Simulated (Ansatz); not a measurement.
## LiCl (Fm-3m): phonons

Level of theory: PBEsol, all-electron LAPW in Ansatz 0.2.0, scalar-relativistic.

The cell is the relaxed one with its volume scaled by 1.015.

Launched as:

```sh
ansatz run input.yaml --threads 2 --pin off --max-ram 5120MiB --backend cpu --events-out ev --progress --plain --runs-dir out
```

input.yaml:

```yaml
crystal:
  lattice:
    - [0.0, 2.54400031216, 2.54400031216]
    - [2.54400031216, 0.0, 2.54400031216]
    - [2.54400031216, 2.54400031216, 0.0]
  atoms:
    - { symbol: Li, position: [0.0, 0.0, 0.0] }
    - { symbol: Cl, position: [0.5, 0.5, 0.5] }
kpoints:
  mp_grid: { grid: [8, 8, 8] }
scf:
  occupations: { method: fixed }
hamiltonian:
  xc: pbesol
  pseudopotentials: { kind: all_electron, lapw: { basis_error: 0.001 } }
phonons:
  qmesh: [2, 2, 2]
  qpath:
    path:
      - [0.0, 0.0, 0.0]
      - [0.5, 0.0, 0.5]
      - [0.625, 0.25, 0.625]
      - [0.375, 0.375, 0.75]
      - [0.0, 0.0, 0.0]
      - [0.5, 0.5, 0.5]
      - [0.5, 0.25, 0.75]
      - [0.5, 0.0, 0.5]
    npoints: 6
  temperatures: { t_min: 0, t_max: 1000, t_step: 100 }
```

The program printed:

```
Warning: RAYON_NUM_THREADS=2 ignored (pool sized by the plan → 2); use --threads N
LAPW: plane waves up to 6.765 Å⁻¹, error target 1.0e-3 eV per atom; small_component_spin mean_spin; Li in spheres of 1.087 Å, 3 of its electrons in bands, Dirac shells []; Cl in spheres of 1.380 Å, 15 of its electrons in bands, ...
Engine: ansatz 0.2.0, x86_64-unknown-linux-gnu
Pseudopotentials: kind: all_electron
Pseudopotential: Li, LAPW, valence charge 3, lapw/all_electron/scalar/gaussian/Li, Koelling and Harmon's equation, gaussian nucleus
Pseudopotential: Cl, LAPW, valence charge 15, lapw/all_electron/scalar/gaussian/Cl, Koelling and Harmon's equation, gaussian nucleus
Functional definition: PBEsol
  exchange = pbesol_x
  correlation = pbesol_c
davidson cushion auto → on  (no smearing: the cushion is to keep the highest requested band from converging to the state above it; pin scf.eigensolver.cushion to override)
Crystal: 4 atoms, lattice volume = 65.858 Å³
Basis set: ecut = 174.38375722861642 eV, 359 PW (Γ), FFT grids on a1, a2, −a1+a2+a3, exchange–correlation at level 2
Bands: 22, of which v1, the nominal top of the filled ones, is band 18 counted from 1 (17 counted from 0)
Symmetry: 32 space group operations
k-points: 39 of 256
Non-local potential: Li, projectors of the file, none
Non-local potential: Cl, projectors of the file, none
Initial density: superposition of atomic densities (chi_scale 0.1, normalization cell, long waves kept (reshape's long-wave potential 0.00 eV rms))
Initial wavefunctions: plane waves of lowest kinetic energy (no species holds an atomic orbital)
Functional: x = pbesol(κ = 0.804, μ = 0.12345679012345678), c = pbesol(β = 0.046)
iter 1 solved again at ethr=7.27e-4 eV; its pass at ethr=1.00e-1 eV (dr2=2.62e-1 eV) is discarded
SCF iter   1: F=—  HF=-25492.155575 eV  |F-HF|=—  |Δ(HF+E_count)|=         —  Δρ=1.65e-2  dr2=2.61e-1  ethr=7.27e-4  ⟨swp⟩=2.6  Hψ=5748  notcnv=0
preconditioner: auto → none  [insulator: Δε(μ)=6.492 eV  Ē_g=13.211 eV  n_scr=14 (ndim 8)  ℏωp=18.3 eV  f_vac=0.000  ε∞_Penn≈2.9]
iter 2 solved again at ethr=5.09e-5 eV; its pass at ethr=7.26e-4 eV (dr2=1.83e-2 eV) is discarded
SCF iter   2: F=—  HF=-25492.051345 eV  |F-HF|=—  |Δ(HF+E_count)|=   1.04e-1  Δρ=4.64e-3  dr2=1.83e-2  ethr=5.09e-5  ⟨swp⟩=2.0  Hψ=4542  notcnv=0
SCF iter   3: F=—  HF=-25492.057740 eV  |F-HF|=—  |Δ(HF+E_count)|=         —  Δρ=2.24e-3  dr2=4.42e-3  ethr=5.09e-5  ⟨swp⟩=3.0  Hψ=2766  notcnv=0  defer=2
the basis was enlarged: its passes take 87.7 KiB over the memory plan, 2 of 2 planned eigensolver slots
SCF iter   4: F=—  HF=-25492.060220 eV  |F-HF|=—  |Δ(HF+E_count)|=   2.48e-3  Δρ=1.49e-4  dr2=1.68e-5  ethr=1.23e-5  ⟨swp⟩=3.1  Hψ=2806  notcnv=0
SCF iter   5: F=—  HF=-25492.060243 eV  |F-HF|=—  |Δ(HF+E_count)|=   2.27e-5  Δρ=1.10e-5  dr2=7.73e-8  ethr=4.67e-8  ⟨swp⟩=3.8  Hψ=3025  notcnv=0
SCF iter   6: F=—  HF=-25492.060243 eV  |F-HF|=—  |Δ(HF+E_count)|=   2.22e-7  Δρ=1.59e-6  dr2=2.04e-9  ethr=2.15e-10  ⟨swp⟩=4.1  Hψ=3160  notcnv=0  defer=4
SCF iter   7: F=-25492.060243 eV  HF=-25492.060243 eV  |F-HF|=3.27e-11  |Δ(HF+E_count)|=   2.83e-9  Δρ=1.56e-7  dr2=1.60e-11  ethr=5.65e-12  ⟨swp⟩=3.4  Hψ=2916  notcnv=0  defer=5
[... 42 lines left out ...]
SCF iter   2: F=—  HF=-25492.060171 eV  |F-HF|=—  |Δ(HF+E_count)|=   1.40e-5  Δρ=4.71e-5  dr2=1.87e-6  ethr=5.23e-9  ⟨swp⟩=2.1  Hψ=9343  notcnv=0  defer=4
SCF iter   3: F=—  HF=-25492.060171 eV  |F-HF|=—  |Δ(HF+E_count)|=   6.01e-8  Δρ=1.41e-5  dr2=1.72e-7  ethr=5.19e-9  ⟨swp⟩=2.1  Hψ=5235  notcnv=0  defer=5
SCF iter   4: F=—  HF=-25492.060171 eV  |F-HF|=—  |Δ(HF+E_count)|=   5.37e-8  Δρ=3.00e-6  dr2=6.55e-9  ethr=4.79e-10  ⟨swp⟩=3.3  Hψ=5565  notcnv=0  defer=4
SCF iter   5: F=-25492.060171 eV  HF=-25492.060171 eV  |F-HF|=6.04e-10  |Δ(HF+E_count)|=   1.49e-9  Δρ=8.55e-7  dr2=2.97e-10  ethr=1.82e-11  ⟨swp⟩=3.6  Hψ=5637  notcnv=0  defer=3
SCF 5 converged in 5 iterations: F = -25492.060171 eV  dr2 = 2.97e-10
iter 1 solved again at ethr=1.67e-7 eV; its pass at ethr=1.00e-1 eV (dr2=6.00e-5 eV) is discarded
SCF iter   1: F=—  HF=-25492.060173 eV  |F-HF|=—  |Δ(HF+E_count)|=         —  Δρ=2.00e-4  dr2=5.43e-5  ethr=1.67e-7  ⟨swp⟩=6.0  Hψ=15470  notcnv=0
SCF iter   2: F=—  HF=-25492.060151 eV  |F-HF|=—  |Δ(HF+E_count)|=   2.19e-5  Δρ=7.89e-5  dr2=5.81e-6  ethr=1.51e-7  ⟨swp⟩=3.1  Hψ=5870  notcnv=0
SCF iter   3: F=—  HF=-25492.060151 eV  |F-HF|=—  |Δ(HF+E_count)|=   2.04e-7  Δρ=3.54e-5  dr2=1.26e-6  ethr=1.61e-8  ⟨swp⟩=3.2  Hψ=5884  notcnv=0  defer=1
iter 4 solved again at ethr=3.26e-10 eV; its pass at ethr=3.49e-9 eV (dr2=1.17e-7 eV) is discarded
SCF iter   4: F=—  HF=-25492.060152 eV  |F-HF|=—  |Δ(HF+E_count)|=   2.02e-7  Δρ=1.29e-5  dr2=1.17e-7  ethr=3.26e-10  ⟨swp⟩=2.0  Hψ=9614  notcnv=0
SCF iter   5: F=-25492.060152 eV  HF=-25492.060152 eV  |F-HF|=2.10e-9  |Δ(HF+E_count)|=   6.78e-8  Δρ=1.53e-6  dr2=8.36e-10  ethr=3.26e-10  ⟨swp⟩=3.1  Hψ=5654  notcnv=0
SCF 6 converged in 5 iterations: F = -25492.060152 eV  dr2 = 8.36e-10
SCF converged after 7 iterations
Free energy (F): -25492.060243 eV
Harris-Foulkes:  -25492.060243 eV  (|F-HF|=3.27e-11)
Internal energy: -25492.060243 eV  (E = F + TS)
E sigma→0 (E₀):  -25492.060243 eV
Fermi energy:    2.229342 eV
--- Per-component energies (eV) ---
  E_band       = -3322.831209
  E_kinetic    = 25612.204697
  E_xc         = -1596.958772
  E_electrostatic = -49507.306169  (all electrons and nuclei)
  E_smearing   = -0.000000  (= −TS)
  E_closure    = 0.000000  (closes the sum)
  Σ components = -25492.060243   (vs F -25492.060243, Δ=0.00e0)
  Basis errors (estimates in eV, not in F): energy 3.9e-4 per atom: plane waves 3.5e-4 (2.0e-4 summed), levels above the bands 0.0e0, relativity 2.6e-8, radial functions 4.1e-5, core shells 1.8e-15; eigenvalues (radial functions ...
--- Forces (eV/Å), atoms counted from 1 ---
  atom   1  Li     0.00000000    -0.00000000     0.00000000
  atom   2  Cl    -0.00000000     0.00000000     0.00000000
  atom   3  Li     0.00000000     0.00000000    -0.00000000
  atom   4  Cl     0.00000000    -0.00000000     0.00000000
  max |Σ_I F_I| component: 1.07e-30 eV/Å
--- Phonons: 4 displaced members + 2 references (amplitude of the first 0.01 Å, Σ member SCF iterations 21) ---
  ASR residual: 2.875e-3 → 0.000e0 eV/Å²; symmetrization residual: 6.232e-4 eV/Å²
  largest component of a force at the reference: 5.9e-31 eV/Å
  ASR residual per site (eV/Å²): 1.45e-4 2.88e-3
  Γ frequencies (cm⁻¹): 0.00 0.00 0.00 196.02 196.02 196.02
--- Phonons (by wavevector): 3 wavevectors in 2 supercells ---
  supercell 1 (2 cells, vectors [1, 0, 0], [0, 1, -1], [0, 0, 2] in multiples of the cell's): 2 displaced members by 0.01 Å; free energy -25492.060243 eV; taken off its force constants: by the sum rule 2.1e-3, by the ...
  symmetry images taken by strict's conditions (phonons.symmetry_images: auto; settled by no image being taken that strict refuses)
  supercell 2 (2 cells, vectors [1, 0, 0], [0, 1, 0], [0, 0, 2] in multiples of the cell's): 2 displaced members by 0.01 Å; free energy -25492.060243 eV; taken off its force constants: by the sum rule 2.9e-3, by the ...
  symmetry images taken by strict's conditions (phonons.symmetry_images: auto; settled by no image being taken that strict refuses)
  q = [0.0000, 0.0000, 0.0000] (star 1, supercell 1; hermiticity 0.00e0, symmetrization 8.30e-5): 0.00 0.00 0.00 196.02 196.02 196.02
  q = [0.0000, 0.0000, -0.5000] (star 4, supercell 2; hermiticity 1.35e-16, symmetrization 6.05e-16): 111.84 111.84 201.27 206.97 206.97 398.80
  q = [0.0000, -0.5000, -0.5000] (star 3, supercell 1; hermiticity 1.73e-16, symmetrization 3.17e-16): 124.58 124.58 188.20 208.38 208.38 231.31
  joined force constants: q→R imaginary residual 1.31e-17
  density of states and harmonic sums: on the 22×22×22 q-mesh, interpolated from the force constants of a 2×2×2 supercell (no non-analytic term)
  largest difference from the sums on the solved wave vectors: F 5.97e-2 eV, S 9.20e-5 and C_V 3.23e-5 eV/K
```

The calculation finished and met its thresholds.

### Harmonic thermodynamics

Harmonic phonons of a crystal by Kohn-Sham DFT at the given cell, standard atomic masses, acoustic sum rule imposed; negative wavenumbers are unstable modes; sums over wave vectors interpolated from the q mesh.

```
Zero point energy : 35.42 meV/atom
```

```tsv
temperature (K)	phonon heat capacity (k_B/atom)	phonon entropy (k_B/atom)	phonon free energy (meV/atom)
100	1.701	1.014	32.59
200	2.541	2.518	17.04
300	2.779	3.601	-9.57
400	2.872	4.415	-44.26
500	2.917	5.062	-85.19
600	2.942	5.596	-131.2
700	2.957	6.05	-181.4
800	2.967	6.446	-235.3
900	2.974	6.796	-292.4
1000	2.979	7.11	-352.3
```

**Zone-centre phonons**

Optical zone-centre levels upwards with Mulliken labels, activity, and the element with most of the kinetic energy.

```
Point group : m-3m
```

| number | phonon wavenumber (cm⁻¹) | label | infrared | raman | lead element |
| --- | --- | --- | --- | --- | --- |
| 1 | 196 | T1u | yes | no | Li |

Phonons on the q mesh:

One row a degenerate set, branches counted upwards.

```
Unstable phonons : no
```

```
point  q a (r.l.u.)  q b (r.l.u.)  q c (r.l.u.)  branch  phonon wavenumber (cm⁻¹)  degeneracy
Gamma             0             0             0       4                       196           3
    L           0.5             0             0       1                     111.8           2
    L           0.5             0             0       3                     201.3           1
    L           0.5             0             0       4                       207           2
    L           0.5             0             0       6                     398.8           1
    X           0.5           0.5             0       1                     124.6           2
    X           0.5           0.5             0       3                     188.2           1
    X           0.5           0.5             0       4                     208.4           2
    X           0.5           0.5             0       6                     231.3           1
```

Limits of these numbers: cell scaled away from its relaxed volume; no LO-TO term in the interpolation; coarse q mesh; no LO-TO term at the zone centre.

Time and hardware: 45 s on 2 threads of Intel(R) Xeon(R) Platinum 8259CL CPU @ 2.50GHz (Skylake/Cascade Lake), on a shared host, peak memory 0.44 GiB.
